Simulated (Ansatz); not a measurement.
The system is Al.

```
Al
1.0
     0.00000    2.02481    2.02481
     2.02481    0.00000    2.02481
     2.02481    2.02481    0.00000
Al
1
Direct
  0.00000 0.00000 0.00000
```

Program: Ansatz 0.2.0. Alike in all runs: potentials or basis Ansatz PAW; no spin polarisation; cell as given; k mesh 11 × 11 × 11; cutoff (eV) 420.

Order these runs on this cell by their pressure, lowest first.
A. level BLYP; smearing fermi-dirac 0.05 eV; points for each segment of the path 14
B. level RPBE; smearing fermi-dirac 0.05 eV; points for each segment of the path 14
C. level PBE; smearing gaussian 0.015 eV
D. level LDA; smearing fermi-dirac 0.05 eV; points for each segment of the path 14

D (-3.7 GPa), C (-0.5 GPa), B (1.0 GPa), A (3.0 GPa).

Caveats: the PAW data sets come from PBE, with cores solved anew for the run's functional, which leaves a small shift of forces and pressure (some runs).
